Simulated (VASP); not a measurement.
CaSe, 2 atoms in the cell. The structure is cubic, space group Fm-3m (No. 225). The conventional cell has a = 5.912 Å, b = 5.912 Å, c = 5.912 Å, α = 90.00°, β = 90.00°, γ = 90.00°. Ca (site symmetry m-3m) is surrounded by 6 Se at 2.96 Å. Se (site symmetry m-3m) has 6 Ca at 2.96 Å as nearest neighbours. 

| Item | Value |
| --- | --- |
| Program | VASP 6.6.1 |
| Task | relaxation of cell and atoms |
| Functional | PBE |
| Dispersion | D3(BJ) |
| Potentials or basis | VASP PAW PBE potentials, release 64 (Ca_sv, Se) |
| Cutoff | 600 eV |
| k mesh | 8 × 8 × 8 |
| Occupations | gaussian, width 0.03 eV |
| Spin | no spin polarisation |
| Further INCAR settings | ALGO = Normal; EDIFF = 1e-06; IBRION = 2; EDIFFG = -0.01; NSW = 90; ISIF = 3 |

Potentials or basis: VASP PAW PBE potentials, release 64 (Ca_sv, Se).

Launch:

```bash
$ cat potpaw_PBE.64/Ca_sv/POTCAR potpaw_PBE.64/Se/POTCAR > POTCAR
$ mpirun -np 1 vasp_std > vasp.out
```

Hardware: 1 thread of Intel(R) Xeon(R) Platinum 8259CL CPU @ 2.50GHz (Skylake/Cascade Lake), on a shared host.

Task: Estimate the wall time of this run.

Result: Run time: 49 s on 1 thread of Intel(R) Xeon(R) Platinum 8259CL CPU @ 2.50GHz (Skylake/Cascade Lake), on a shared host, peak memory 0.22 GiB. Counts: scf iterations 28, k points 29, ion steps 3.
